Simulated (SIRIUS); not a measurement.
# GaP (F-43m) in SIRIUS: reference runs

How does GaP come out in PBEsol? The cell is run as given.

Program: SIRIUS 7.12.0. These are calculated values, not measurements. Logs are shortened: lines on timing, memory, paths and dates and some standing lists are left out, and cuts for length are marked. The log counts tension as positive stress, the text compression.

**What was measured.**

“Stacking defects in GaP nanowires: Electronic structure and optical properties”, 2018, arxiv:1810.01194 quotes, for a bulk crystal of GaP at 10 K: band gap 2.34 eV (indirect).

The runs below are set against these values where they give the same quantity.

## Step 1: Starting point

The structure is cubic, space group F-43m (No. 216). Conventional cell: a = 5.451 Å, b = 5.451 Å, c = 5.451 Å, α = 90.00°, β = 90.00°, γ = 90.00°. Around Ga (site symmetry -43m) lie 4 P at 2.36 Å. P (site symmetry -43m) is surrounded by 4 Ga at 2.36 Å.

## Step 2: Single point, PBEsol

Input file sirius.json:

```json
{
  "control": {
    "processing_unit": "cpu",
    "verbosity": 2,
    "num_bands_to_print": 16,
    "print_forces": true,
    "print_stress": true
  },
  "parameters": {
    "electronic_structure_method": "pseudopotential",
    "xc_functionals": ["XC_GGA_X_PBE_SOL", "XC_GGA_C_PBE_SOL"],
    "gk_cutoff": 9.0,
    "pw_cutoff": 18.0,
    "ngridk": [8, 8, 8],
    "shiftk": [0, 0, 0],
    "smearing": "fermi_dirac",
    "smearing_width": 0.0018374661,
    "num_bands": 16,
    "num_mag_dims": 0,
    "num_dft_iter": 100,
    "energy_tol": 1e-08,
    "density_tol": 1e-06
  },
  "iterative_solver": {
    "type": "davidson",
    "min_tolerance": 1e-10
  },
  "mixer": {
    "type": "anderson",
    "beta": 0.7,
    "max_history": 8
  },
  "settings": {
    "tol_ne": 1e-10,
    "pseudo_grid_cutoff": 6.5
  },
  "unit_cell": {
    "lattice_vectors": [
      [0.0, 0.707106781187, 0.707106781187],
      [0.707106781187, 0.0, 0.707106781187],
      [0.707106781187, 0.707106781187, 0.0]
    ],
    "lattice_vectors_scale": 7.2831660764,
    "atom_coordinate_units": "lattice",
    "atom_types": ["Ga", "P"],
    "atom_files": {
      "Ga": "Ga.json",
      "P": "P.json"
    },
    "atoms": {
      "Ga": [
        [0.0, 0.0, 0.0]
      ],
      "P": [
        [0.75, 0.75, 0.75]
      ]
    }
  }
}
```

Potentials or basis: PseudoDojo 0.4.1 PBEsol standard (scalar relativistic).

On the command line:

```
upf_to_json Ga.upf
upf_to_json P.upf
OMP_NUM_THREADS=1 sirius.scf --input=sirius.json --output=out.json --task=0
```

The log of the run:

```text
[info] SIRIUS version : 7.12.0
[info] number of MPI ranks           : 1
[info] MPI grid                      : 1 1
[info] maximum number of OMP threads : 1
[fft] FFT context for density and potential
[fft] =====================================
[fft]   comm size                             : 1
[fft]   plane wave cutoff                     : 18
[fft]   grid size                             : 45 45 45   total : 91125
[fft]   grid limits                           : -22 22   -22 22   -22 22
[fft]   number of G-vectors within the cutoff : 13407
[fft]   local number of G-vectors             : 13407
[fft]   number of G-shells                    : 736
[fft] FFT context for coarse grid
[fft] =====================================
[fft]   comm size                             : 1
[fft]   plane wave cutoff                     : 18
[fft]   grid size                             : 45 45 45   total : 91125
[fft]   grid limits                           : -22 22   -22 22   -22 22
[fft]   number of G-vectors within the cutoff : 13407
[fft]   local number of G-vectors             : 13407
[fft]   number of G-shells                    : 736
[unit cell] lattice vectors
[unit cell]   a1 :       0.0000000000      5.1499761211      5.1499761211
[unit cell]   a2 :       5.1499761211      0.0000000000      5.1499761211
[unit cell]   a3 :       5.1499761211      5.1499761211      0.0000000000
[unit cell] reciprocal lattice vectors
[unit cell]   b1 :      -0.6100208195      0.6100208195      0.6100208195
[unit cell]   b2 :       0.6100208195     -0.6100208195      0.6100208195
[unit cell]   b3 :       0.6100208195      0.6100208195     -0.6100208195
[unit cell] unit cell volume :       273.17795005 [a.u.^3]
[unit cell] 1/sqrt(omega)    :         0.06050304
[unit cell] MT volume        :         0.00000000 ( 0.00%)
[unit cell] IT volume        :       273.17795005 (100.00%)
[unit cell] number of atom types : 2
[unit cell] type id : 0 symbol : Ga mt_radius :  19.010000 num_atoms : 1
[unit cell] type id : 1 symbol :  P mt_radius :  12.970000 num_atoms : 1
[unit cell] total number of atoms : 2
[unit cell] number of symmetry classes : 2
[unit cell] number of PAW atoms : 0
[unit cell] atom id  type id  class id             position                      vector_field
[unit cell] ------------------------------------------------------------------------------------------
[unit cell]      0        0        0      0.00000   0.00000   0.00000      0.00000   0.00000   0.00000
[unit cell]      1        1        1      0.75000   0.75000   0.75000      0.00000   0.00000   0.00000
[unit cell] atom id         position (Cartesian, a.u.)
[unit cell] ---------------------------------------------
[unit cell]      0       0.000000    0.000000    0.000000
[unit cell]      1       7.724964    7.724964    7.724964
[unit cell] class id : 0 atom id : 0
[unit cell] class id : 1 atom id : 1
[unit cell] minimum bond length:     4.460010
[unit cell] total number of pseudo wave-functions: 13
[sym] space group number   : 216
[sym] international symbol : F-43m
[sym] Hall symbol          : F -4 2 3
[sym] space group transformation matrix :
[sym]   0.0000  0.5000  0.5000
[sym]  -0.5000 -0.5000  0.0000
[sym]   0.5000  0.0000  0.5000
[sym] space group origin shift :
[sym]   0.0000  0.0000  0.0000
[sym] number of space group operations  : 24
[sym] number of magnetic group operations : 24
[sym] metric tensor error: 0.0000e+00
[sym] rotation matrix error: 3.3307e-16
[sym] symmetry operations
[... list of symmetry operations ...]
[atom type] label          : Ga
[atom type] --------------------------------------------------------------------------------
[atom type] symbol         : Ga
[atom type] name           :
[atom type] zn             : 13
[atom type] mass           : 0
[atom type] mt_radius      : 19.01
[atom type] num_mt_points  : 1902
[atom type] grid_origin    : 0
[atom type] grid_name      : external
[atom type] number of core electrons    : 0
[... 281 lines left out ...]
[find] +------------------------------+
[find] | SCF iteration  14 out of 100|
[find] +------------------------------+
[diagonalize] iterative solver tolerance (occupied, empty): 4.23124e-08 4.23124e-08
[diagonalize] average number of iterations: 1.72414
[diagonalize] Lowest band energies
[diagonalize] ik:    0   -0.259256   -0.259256   -0.259256   -0.255619   -0.255619   -0.183737    0.276395    0.276395    0.276395    0.340182    0.416979    0.416979    0.416979    0.591580    0.632777    0.632777
[diagonalize] ik:    1   -0.259755   -0.259083   -0.259083   -0.255621   -0.255621   -0.176268    0.215629    0.267835    0.267835    0.363669    0.429928    0.429928    0.437739    0.609447    0.609447    0.625258
[diagonalize] ik:    2   -0.260855   -0.258714   -0.258714   -0.255573   -0.255573   -0.155079    0.132602    0.251790    0.251790    0.352481    0.448465    0.448465    0.506097    0.602598    0.602598    0.633581
[diagonalize] ik:    3   -0.261848   -0.258434   -0.258434   -0.255433   -0.255433   -0.125418    0.062629    0.239418    0.239418    0.339258    0.449825    0.449825    0.565564    0.631581    0.646591    0.646591
[diagonalize] ik:    4   -0.262236   -0.258347   -0.258347   -0.255344   -0.255344   -0.107117    0.030496    0.234975    0.234975    0.334480    0.447088    0.447088    0.573811    0.670637    0.701952    0.701952
[diagonalize] ...
[diagonalize] ik:   24   -0.262807   -0.257634   -0.257314   -0.256420   -0.255071   -0.098195    0.061103    0.162314    0.183699    0.376861    0.400396    0.514156    0.601526    0.641819    0.726719    0.753894
[diagonalize] ik:   25   -0.262823   -0.257791   -0.257192   -0.256221   -0.255227   -0.078537    0.038751    0.137912    0.176782    0.391507    0.452890    0.501125    0.572836    0.628414    0.724460    0.753574
[diagonalize] ik:   26   -0.262593   -0.257996   -0.257357   -0.256008   -0.255375   -0.085396    0.046272    0.132207    0.190063    0.406327    0.475068    0.478933    0.569988    0.600860    0.664723    0.816337
[diagonalize] ik:   27   -0.263225   -0.257318   -0.257039   -0.256532   -0.255011   -0.072011    0.030022    0.158654    0.161285    0.373819    0.381292    0.585564    0.589102    0.695063    0.710325    0.767512
[diagonalize] ik:   28   -0.262836   -0.257845   -0.257063   -0.256181   -0.255298   -0.070231    0.034172    0.143175    0.148772    0.445461    0.453661    0.497438    0.497980    0.698707    0.709124    0.777154
[find] Charges and magnetic moments
[find] --------------------------------------------------------------------------------
[find] total charge          : 18.000000
[find] Energy
[find] --------------------------------------------------------------------------------
[find] valence_eval_sum               :      -1.87631407
[find] <rho|V^{XC}>                   :     -15.66738444
[find] <rho|E^{XC}>                   :     -22.76151692
[find] <mag|B^{XC}>                   :       0.00000000
[find] <rho|V^{H}>                    :      52.18586893
[find] one-electron contribution      :     -38.39479856 (Ha),     -76.78959712 (Ry)
[find] hartree contribution           :      26.09293446
[find] xc contribution                :     -22.76151692
[find] ewald contribution             :     -48.23881194
[find] PAW contribution               :       0.00000000
[find] smearing (-TS)                 :      -0.00000000
[find] SCF correction                 :       0.00000271
[find] Total energy                   :     -83.30219025 (Ha),    -166.60438049 (Ry)
[find] Free energy (E-TS)             :     -83.30219025 (Ha),    -166.60438049 (Ry)
[find] band gap (eV)                  :       1.51869291
[find] Efermi                         :       0.30326691
[find] iteration : 14, RMS (target) : 8.9963e-07 (1.0000e-06) , energy difference (target) : -9.5667e-11 (1.0000e-08)
[find] bands are converged : true
[find] iterative solver converged : false
[find] converged after 15 SCF iterations!
[find] Charges and magnetic moments
[find] --------------------------------------------------------------------------------
[find] total charge          : 18.000000
[find] Energy
[find] --------------------------------------------------------------------------------
[find] valence_eval_sum               :      -1.87631407
[find] <rho|V^{XC}>                   :     -15.66738444
[find] <rho|E^{XC}>                   :     -22.76151692
[find] <mag|B^{XC}>                   :       0.00000000
[find] <rho|V^{H}>                    :      52.18586893
[find] one-electron contribution      :     -38.39479856 (Ha),     -76.78959712 (Ry)
[find] hartree contribution           :      26.09293446
[find] xc contribution                :     -22.76151692
[find] ewald contribution             :     -48.23881194
[find] PAW contribution               :       0.00000000
[find] smearing (-TS)                 :      -0.00000000
[find] SCF correction                 :       0.00000271
[find] Total energy                   :     -83.30219025 (Ha),    -166.60438049 (Ry)
[find] Free energy (E-TS)             :     -83.30219025 (Ha),    -166.60438049 (Ry)
[find] band gap (eV)                  :       1.51869291
[find] Efermi                         :       0.30326691
[ground_state] === stress tensor components [kbar] ===
[ground_state] === stress_kin ===
[ground_state] -46791.185893    0.000000    0.000000
[ground_state]     0.000000-46791.185893   -0.000000
[ground_state]     0.000000   -0.000000-46791.185893
[ground_state] === stress_har ===
[ground_state] -9367.282819    0.000000    0.000000
[ground_state]     0.000000-9367.282819    0.000000
[ground_state]     0.000000    0.000000-9367.282819
[ground_state] === stress_ewald ===
[ground_state] 17317.584380    0.000000    0.000000
[ground_state]     0.00000017317.584380   -0.000000
[ground_state]     0.000000   -0.00000017317.584380
[ground_state] === stress_vloc ===
[ground_state]  2200.618092   -0.000000    0.000000
[ground_state]    -0.000000 2200.618092    0.000000
[ground_state]     0.000000    0.000000 2200.618092
[ground_state] === stress_xc ===
[ground_state] -7495.294447    0.000000    0.000000
[ground_state]     0.000000-7495.294447   -0.000000
[ground_state]     0.000000   -0.000000-7495.294447
[ground_state] === stress_core ===
[ground_state] 13208.170033   -0.000000    0.000000
[ground_state]    -0.00000013208.170033    0.000000
[ground_state]     0.000000    0.00000013208.170033
[ground_state] === stress_nonloc ===
[ground_state] 30932.497839   -0.000000    0.000000
[ground_state]    -0.00000030932.497839    0.000000
[ground_state]     0.000000    0.00000030932.497839
[ground_state] === stress_us_nl ===
[ground_state] 30932.497839   -0.000000    0.000000
[ground_state]    -0.00000030932.497839    0.000000
[ground_state]     0.000000    0.00000030932.497839
[ground_state] === stress_total ===
[ground_state]     5.107185   -0.000000    0.000000
[ground_state]    -0.000000    5.107185   -0.000000
[ground_state]     0.000000   -0.000000    5.107185
[ground_state] ==== total Forces in Ha/bohr =====
[ground_state] atom:    0, force:      -0.0000000     -0.0000000      0.0000000
[ground_state] atom:    1, force:      -0.0000000      0.0000000      0.0000000
[ground_state] ==== ultrasoft contribution from Qij =====
[ground_state] atom:    0, force:       0.0000000      0.0000000      0.0000000
[ground_state] atom:    1, force:       0.0000000      0.0000000      0.0000000
[ground_state] ==== non-local contribution from Beta-projector =====
[ground_state] atom:    0, force:      -0.0000000     -0.0000000      0.0000000
[ground_state] atom:    1, force:      -0.0000000      0.0000000      0.0000000
[ground_state] ==== contribution from local potential =====
[ground_state] atom:    0, force:       0.0000000      0.0000000     -0.0000000
[ground_state] atom:    1, force:       0.0000000      0.0000000     -0.0000000
[ground_state] ==== contribution from core density =====
[ground_state] atom:    0, force:       0.0000000      0.0000000     -0.0000000
[ground_state] atom:    1, force:       0.0000000      0.0000000      0.0000000
[ground_state] ==== Ewald forces from ions =====
[ground_state] atom:    0, force:       0.0000000      0.0000000      0.0000000
[ground_state] atom:    1, force:       0.0000000     -0.0000000      0.0000000
[~DFT_ground_state] local op. applied: 14970
[~DFT_ground_state] evp. work count: 3854.78
[~DFT_ground_state] number of iterative solver steps: 952
```

It took 45 s on 1 thread of Intel Xeon Platinum 8259CL at 2.50GHz (Skylake/Cascade Lake), shared host; peak memory 0.29 GiB.

What came out:

| Property | Result |
| --- | --- |
| Free energy | -2266.7681 eV |
| Pressure | -0.5 GPa |
| Band gap on the k mesh | 1.52 eV |

## Step 3: Comparison with measurements

Step 2. A measured gap of GaP is 2.34 eV (indirect; 10 K; quoted in “Stacking defects in GaP nanowires: Electronic structure and optical properties”, 2018, arxiv:1810.01194); the calculated 1.52 eV misses it by -0.82 eV. Spin-orbit coupling on Ga is left out. The value is that of PBEsol on a finite k mesh, which can miss the band edges, without temperature or zero-point motion. Semilocal functionals fall short of measured gaps as a rule.
